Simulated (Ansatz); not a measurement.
A plane-wave DFT run in Ansatz 0.2.0 (scalar-relativistic PAW potentials unless the input names others): input and command.

```yaml
crystal:
  lattice:
    - [-5.4423087442, -5.4423087442, 5.4423087442]
    - [5.4423087442, -5.4423087442, -5.4423087442]
    - [5.4423087442, 5.4423087442, 5.4423087442]
  atoms:
    - { symbol: Zn, position: [0.0066120479, 0.4998051572, 0.5002713339] }
    - { symbol: Zn, position: [0.5002494832, 0.256377453, 0.250081165] }
    - { symbol: Zn, position: [0.2497931496, 0.2562291352, 0.5005544957] }
    - { symbol: Zn, position: [-0.0003654584, 0.2498120374, 0.756325404] }
    - { symbol: Zn, position: [0.7500389123, 0.5000398281, 0.7499954193] }
    - { symbol: Zn, position: [0.5004883279, 0.5002578562, 0.0063583411] }
    - { symbol: Zn, position: [1.0067015856, 0.7501858767, 0.249811847] }
    - { symbol: Zn, position: [0.7499839497, 2.34191e-05, 0.2499150421] }
    - { symbol: Zn, position: [0.4936937544, -0.0060531408, 0.4933669235] }
    - { symbol: Zn, position: [0.249757985, -0.0001701117, 0.7497641514] }
    - { symbol: Zn, position: [-0.0005683227, 0.0062096564, -0.0003758139] }
    - { symbol: Zn, position: [0.7555233449, 0.2492390215, -0.0007267005] }
    - { symbol: Zn, position: [0.7442218509, 0.7435587635, 0.4934250305] }
    - { symbol: Zn, position: [0.4935370448, 0.7433512434, 0.7436347254] }
    - { symbol: Zn, position: [0.2499632617, 0.750706752, 0.0063629728] }
    - { symbol: S, position: [0.2502122307, 0.7472294973, 0.2497016875], spin: 0.25 }
    - { symbol: S, position: [0.0002303475, 0.7495095611, 0.4994567865] }
    - { symbol: S, position: [0.497534258, 0.500278231, 0.2500881448], spin: 0.25 }
    - { symbol: S, position: [0.249893797, 0.4995594521, 0.4970071343], spin: 0.25 }
    - { symbol: S, position: [0.0002782297, 0.4999847994, 0.750459909] }
    - { symbol: S, position: [0.7497122351, 0.7500156154, 0.7495748112] }
    - { symbol: S, position: [0.4996366284, 0.7497486918, -0.0001679349] }
    - { symbol: S, position: [0.000249251, 0.0003441673, 0.2499104369] }
    - { symbol: S, position: [0.7502966544, 0.2503061795, 0.2499312561] }
    - { symbol: S, position: [0.4996412708, 0.2499965534, 0.4996995114] }
    - { symbol: S, position: [0.2500152441, 0.2503366931, 0.7505779198] }
    - { symbol: S, position: [0.0023493422, 0.2527953458, 0.0028368607], spin: 0.25 }
    - { symbol: S, position: [0.7504647259, 0.4999474014, 0.0002365241] }
    - { symbol: S, position: [0.7497963505, -0.0002857914, 0.4999879139] }
    - { symbol: S, position: [0.4994386536, -0.0008353177, 0.7491015865] }
    - { symbol: S, position: [0.2499649933, 0.0006233566, 0.0002494748] }
  host:
    lattice:
      - [0.0, 2.7211543721, 2.7211543721]
      - [2.7211543721, 0.0, 2.7211543721]
      - [2.7211543721, 2.7211543721, 0.0]
    atoms:
      - { symbol: Zn, position: [0.0, 0.0, 0.0] }
      - { symbol: S, position: [0.25, 0.25, 0.25] }
total_charge: -2
basis:
  ecutwfc: 420
  xc_grid: 2
  ecutrho_ratio: 4
kpoints:
  mp_grid: { grid: [2, 2, 2], shift: [0.5, 0.5, 0.5] }
hamiltonian:
  xc: pbe
scf:
  occupations: { method: gaussian, width: 0.01 }
  mixing: { algorithm: broyden, beta: 0.9 }
output:
  forces: true
  eigenvalues: true
magnetization:
  spin_polarized: true
```

```bash
ansatz run input.yaml --threads 4 --pin off --max-ram 10240MiB --backend cpu --events-out ev --progress --plain --runs-dir out
```

Abridged log:
```
Pseudopotentials: kind: paw
Pseudopotential: Zn, paw, valence charge 12, recommended cutoff 420 eV (normal)
Pseudopotential: S, paw, valence charge 6, recommended cutoff 420 eV (normal)
Functional definition: PBE
Crystal: 31 atoms, lattice volume = 644.777 Å³
Basis set: ecut = 420 eV, 12623 PW (Γ), exchange–correlation on 128×128×128 points (8 copies of the dense FFT grid, shifted against one another)
Bands: 171, of which v1, the nominal top of the filled ones, is band 139 counted from 1 (138 counted from 0)
Symmetry: 1 space group operations
Space group: P1 (ITA 1), of the structure as read, at distance tolerance 8.6e-5 Å
Magnetic group: BNS 1.1 (UNI 1), of the structure as read, at distance tolerance 8.6e-5 Å
k-points: 4 of 8 (time reversal used)
Initial density: superposition of atomic densities (chi_scale 0.1, normalization cell, long waves kept (reshape's long-wave potential 0.12 eV rms))
Starting moments: Σ|m| = 1 μB on 4 of 31 sites
Initial wavefunctions: pseudopotential atomic-orbital guess
Functional: x = pbe(κ = 0.804, μ = 0.21951497), c = pbe(β = 0.06672455)
SCF iter   1: F=—  HF=-64231.480878 eV  |F-HF|=—  |Δ(HF+E_count)|=         —  Δρ=1.46e-2 (↑1.32e-2 ↓1.46e-2) dr2=5.35e0  dr2_m=3.91e-2  M=0.000 μB ∫|m|=0.198 μB  β_m=0.90  ethr=1.93e-3  ⟨swp⟩=6.2  Hψ=7741  notcnv=0
spin=Collinear: Resta preconditioning applied to the charge; magnetization (m = ρ↑ − ρ↓) channel mixes plain (no charge-response kernel on spin).
SCF iter   2: F=—  HF=-64230.505893 eV  |F-HF|=—  |Δ(HF+E_count)|=   9.75e-1  Δρ=6.70e-3 (↑6.70e-3 ↓6.53e-3) dr2=6.29e-1  dr2_m=1.52e-3  M=0.000 μB ∫|m|=0.073 μB  β_m=0.90  ethr=1.92e-3  ⟨swp⟩=4.8  Hψ=2725  notcnv=0  defer=59  κ⁻¹=1.0e0(r=1)
SCF iter   3: F=—  HF=-64230.724653 eV  |F-HF|=—  |Δ(HF+E_count)|=   2.19e-1  Δρ=5.93e-3 (↑5.90e-3 ↓5.93e-3) dr2=5.46e-1  dr2_m=1.42e-4  M=0.000 μB ∫|m|=0.025 μB  β_m=0.90  ethr=2.26e-4  ⟨swp⟩=2.8  Hψ=2664  notcnv=0  defer=194  κ⁻¹=2.1e-1(r=2)
SCF iter   4: F=—  HF=-64230.405122 eV  |F-HF|=—  |Δ(HF+E_count)|=   3.20e-1  Δρ=2.53e-3 (↑2.52e-3 ↓2.53e-3) dr2=9.75e-2  dr2_m=1.31e-5  M=0.000 μB ∫|m|=0.009 μB  β_m=0.90  ethr=1.96e-4  ⟨swp⟩=2.8  Hψ=2226  notcnv=0  defer=194  κ⁻¹=1.7e-2(r=3)
SCF iter   5: F=—  HF=-64230.361582 eV  |F-HF|=—  |Δ(HF+E_count)|=   4.35e-2  Δρ=5.02e-4 (↑5.01e-4 ↓5.02e-4) dr2=6.24e-3  dr2_m=1.59e-6  M=0.000 μB ∫|m|=0.003 μB  β_m=0.90  ethr=3.51e-5  ⟨swp⟩=2.0  Hψ=2622  notcnv=0  defer=194  κ⁻¹=5.3e-4(r=4)
SCF iter   6: F=—  HF=-64230.362348 eV  |F-HF|=—  |Δ(HF+E_count)|=   7.66e-4  Δρ=2.11e-4 (↑2.11e-4 ↓2.10e-4) dr2=6.68e-4  dr2_m=2.09e-7  M=0.000 μB ∫|m|=0.001 μB  β_m=0.90  ethr=2.24e-6  ⟨swp⟩=2.0  Hψ=2316  notcnv=0  defer=194
Mixer restart at iter 6: flushing history
spin-set hold released at iteration 6 (site moments contracting): the magnetisation degrees of freedom join the quasi-Newton model from the next iteration; the mixer history was flushed
SCF iter   7: F=—  HF=-64230.362821 eV  |F-HF|=—  |Δ(HF+E_count)|=   4.73e-4  Δρ=2.26e-4 (↑2.25e-4 ↓2.26e-4) dr2=7.28e-4  dr2_m=2.81e-8  M=0.000 μB ∫|m|=0.000 μB  β_m=0.90  ethr=2.40e-7  ⟨swp⟩=2.0  Hψ=2244  notcnv=0  defer=194  κ⁻¹=1.0e0(r=1)
SCF iter   8: F=—  HF=-64230.362314 eV  |F-HF|=—  |Δ(HF+E_count)|=   5.06e-4  Δρ=6.85e-5 (↑6.85e-5 ↓6.76e-5) dr2=7.22e-5  dr2_m=1.34e-8  M=0.000 μB ∫|m|=0.000 μB  β_m=0.90  ethr=2.40e-7  ⟨swp⟩=2.0  Hψ=2212  notcnv=0  defer=194  κ⁻¹=9.5e-3(r=2)
SCF iter   9: F=—  HF=-64230.362567 eV  |F-HF|=—  |Δ(HF+E_count)|=   2.52e-4  Δρ=1.04e-5 (↑1.01e-5 ↓1.04e-5) dr2=5.32e-6  dr2_m=5.53e-10  M=0.000 μB ∫|m|=0.000 μB  β_m=0.90  ethr=2.60e-8  ⟨swp⟩=2.0  Hψ=2158  notcnv=0  defer=194  κ⁻¹=2.5e-3(r=3)
SCF iter  10: F=—  HF=-64230.362575 eV  |F-HF|=—  |Δ(HF+E_count)|=   8.45e-6  Δρ=1.95e-5 (↑1.95e-5 ↓1.94e-5) dr2=5.42e-6  dr2_m=7.03e-10  M=0.000 μB ∫|m|=0.000 μB  β_m=0.90  ethr=1.92e-9  ⟨swp⟩=2.0  Hψ=2286  notcnv=0  defer=194  κ⁻¹=7.7e-5(r=4)
SCF iter  11: F=—  HF=-64230.362572 eV  |F-HF|=—  |Δ(HF+E_count)|=   2.94e-6  Δρ=3.47e-6 (↑3.47e-6 ↓3.45e-6) dr2=1.73e-7  dr2_m=6.75e-11  M=0.000 μB ∫|m|=0.000 μB  β_m=0.90  ethr=1.92e-9  ⟨swp⟩=2.0  Hψ=1906  notcnv=0  defer=194  κ⁻¹=6.6e-5(r=5)
SCF iter  12: F=-64230.362572 eV  HF=-64230.362572 eV  |F-HF|=4.98e-9  |Δ(HF+E_count)|=   1.12e-7  Δρ=7.71e-7 (↑7.63e-7 ↓7.71e-7) dr2=1.05e-8  dr2_m=1.90e-11  M=0.000 μB ∫|m|=0.000 μB  ethr=3.60e-11  ⟨swp⟩=17.6  Hψ=7951  notcnv=0
SCF 1 converged in 12 iterations: F = -64230.362572 eV  dr2 = 1.05e-8
WARN: the starting moments were not kept: the SCF closed with an absolute magnetisation of 1.1e-5 μB, where they sum to 1 μB in size (4 sites). That is at most 0.1 of that sum. Measured as dr2_m measures the in/out step, that magnetisation stands 3.2e-12 eV from none, at or under the dr2_threshold of 1.0e-7 eV: it is no larger than a step whose dr2_m would equal this threshold. The system may hold no moment; this SCF shows only that its start led to no more than that. To try another start: raise the starting moments (crystal.atoms[].spin, magnetization.per_species, magnetization.initial_magnet ...
this state was not tested for a lower state beside it, because the mixer in use, unlike msr1, does not test its closes by its own steps (another_mixer; see scf.mixing.algorithm and scf.lower_state_search)
SCF converged after 12 iterations
Magnetization: 0.0000 μB (139.0000 up, 139.0000 down)
Absolute magnetization: 0.0000 μB (∫|ρ↑−ρ↓|, with the PAW one-centre terms)
Spin contamination: 0.0000 ħ² per cell (⟨S²⟩ above its minimum at these occupations)
Per-site moments (μB) at R_I (Å): [(4.78640361e-8, 0.95058918), (4.89779386e-8, 0.95193924), (4.76464621e-8, 0.95071759), (4.81071173e-8, 0.95120040), (1.34138351e-8, 0.97249441), (4.80322451e-8, 0.95157651), (4.81292493e-8, 0.95089402), (1.36991224e-8, 0.97271543), (4.81459199e-8, 0.95124879), (1.35193693e-8, 0.97229848), (4.79164565e-8, 0.95093795), (4.74378433e-8, 0.95061252), (4.87879511e-8, 0.95053484), (4.85607036e-8, 0.95149600), (4.75259018e-8, 0.95046763), (-8.80294659e-7, 0.95046763), (0.0, 0.97229848), (-8.84053267e-7, 0.95053484), (-8.82439945e-7, 0.95058918), (-2.46866417e-9, 0.97 ...
Free energy (F): -64230.362572 eV
Harris-Foulkes:  -64230.362572 eV  (|F-HF|=4.98e-9)
Internal energy: -64230.362572 eV  (E = F + TS)
E sigma→0 (E₀):  -64230.362572 eV
Fermi energy:    6.777447 eV
--- Forces (eV/Å), atoms counted from 1 ---
  atom   1  Zn    -0.06277025    -0.06260061     0.13339101
  atom   2  Zn     0.07593915    -0.14865920    -0.07537674
  atom   3  Zn     0.12731944    -0.07351916    -0.06830446
  atom   4  Zn     0.06718955     0.13787232     0.07236467
  atom   5  Zn    -0.00018728     0.00120592    -0.00360831
  atom   6  Zn     0.07227697     0.07481998     0.14421084
  atom   7  Zn    -0.06421785    -0.13805526     0.06307100
  atom   8  Zn     0.00030988     0.00190720     0.00002225
  atom   9  Zn    -0.07086428     0.07447073    -0.13480863
  atom  10  Zn     0.00142113    -0.00260178     0.00267443
  atom  11  Zn     0.06788814    -0.07302250    -0.13150240
  atom  12  Zn    -0.13309727    -0.06646685     0.06569565
  atom  13  Zn    -0.12886233     0.07005355    -0.06883772
  atom  14  Zn    -0.07152323     0.13902513    -0.07393841
  atom  15  Zn     0.12533072     0.06729464     0.06929382
  atom  16  S      0.01113256     0.00260876     0.00239297
  atom  17  S      0.06276272    -0.02323220     0.02661132
  atom  18  S     -0.01657455     0.00629275     0.00115265
  atom  19  S      0.00981165    -0.00816783     0.00572071
  atom  20  S      0.02229852     0.01295126    -0.06636029
  atom  21  S     -0.03466550     0.02826348     0.05828913
  atom  22  S      0.03192239    -0.05870993     0.02819499
  atom  23  S      0.02168215     0.06644118    -0.01792120
  atom  24  S     -0.02702910     0.06388291     0.02654869
  atom  25  S      0.03396656    -0.02811413     0.05700957
  atom  26  S     -0.05807455     0.02932287     0.02428578
  atom  27  S     -0.01402812    -0.00654019     0.00191846
  atom  28  S     -0.02382376    -0.02288072    -0.06525681
  atom  29  S     -0.03102967    -0.06081923    -0.02700334
  atom  30  S      0.06485275     0.01735094    -0.01921485
  atom  31  S     -0.05935675    -0.02037366    -0.03071496
```

Apart from outputs, empty bands and the relaxation, which only the reference makes, the input differs from a reference run on usual settings in total_charge: -1 → -2; basis.ecutrho_ratio: not typed → 4; scf.mixing.algorithm: not typed → "broyden"; scf.mixing.beta: not typed → 0.9. The reference, at the same geometry, ended its own course with largest force 0.021 eV/Å, no gap on the mesh. This run converged in 12 SCF iterations with a total energy on another zero, largest force 0.183 eV/Å, gap on the mesh 3.20 eV.

Time: 2.2 min on 4 threads of AMD EPYC (Zen 3) (shared host), peak memory 2.4 GiB.